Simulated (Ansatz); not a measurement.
Crystal: Bi.

```xyz
1
Lattice="-1.9814 1.9814 1.9814 1.9814 -1.9814 1.9814 1.9814 1.9814 -1.9814" Properties=species:S:1:pos:R:3 pbc="T T T"
Bi    0.0000    0.0000    0.0000
```

This isn't the form of Bi at room conditions, which is rhombohedral.

```yaml
Program: Ansatz 0.2.0
Task: relaxation of cell and atoms
Functional: RPBE
Dispersion: D4
Potentials_or_basis: all-electron LAPW, scalar-relativistic
Basis_error_allowed: 0.001 eV/atom
k_mesh: 9 × 9 × 9
Occupations: fermi-dirac, width 0.05 eV
Spin: no spin polarisation
```

At the start: volume 31.12 Å³/atom.

Where does the relaxation end?

Over 4 steps the energy falls by 8.3 meV/atom and the volume is 29.94 Å³/atom (-3.8 %); space group Im-3m (No. 229, to 0.05 Å).

The path:
```
step  energy change (eV)  largest force (eV/Å)  volume (Å³)
   1              0.0000                0.0000        31.12
   2             -0.0077                0.0000        29.63
   3             -0.0083                0.0000        29.94
   4             -0.0083                0.0000        29.94
```

Final structure:
```
CELL_PARAMETERS angstrom
-1.95608 1.95608 1.95608
1.95608 -1.95608 1.95608
1.95608 1.95608 -1.95608
ATOMIC_POSITIONS crystal
Bi 0.00000 0.00000 0.00000
```
